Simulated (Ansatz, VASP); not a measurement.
BaTe in VASP and in Ansatz

```xyz
2
Lattice="0.0000 3.4100 3.4100 3.4100 0.0000 3.4100 3.4100 3.4100 0.0000" Properties=species:S:1:pos:R:3 pbc="T T T"
Ba    3.4100    3.4100    3.4100
Te    0.0000    0.0000    0.0000
```

Alike in both runs: task single point; functional PBE; k mesh 4 × 4 × 4; occupations gaussian, width 0.05 eV; no spin polarisation.

|  | VASP | Ansatz |
| --- | --- | --- |
| version | VASP 6.6.1 | Ansatz 0.2.0 |
| potentials or method | VASP PAW PBE potentials, release 64 (Ba_sv, Te) | scalar-relativistic, plane waves, PAW |
| plane-wave cutoff (eV) | 520 | 420 |
| valence electrons in the cell | 16 | 26 |

|  | VASP | Ansatz | Ansatz less VASP |
| --- | --- | --- | --- |
| gap on the k mesh at the Fermi level (eV) | 1.32 | 1.42 | +0.101 |
| least direct gap on the mesh (eV) | 1.70 | 1.76 | +0.063 |
| pressure (GPa) | 4.3 | 3.9 | -0.45 |

With one functional, cell and mesh, what is left measures potentials, basis and numerics. The two sets of potentials don't hold the same shells in valence.

Caveats: spin-orbit coupling is left out, which moves the levels of the heavy elements. Expect the measured gap to be larger: semilocal functionals such as PBE lack the derivative discontinuity. A k mesh can miss the band edges.
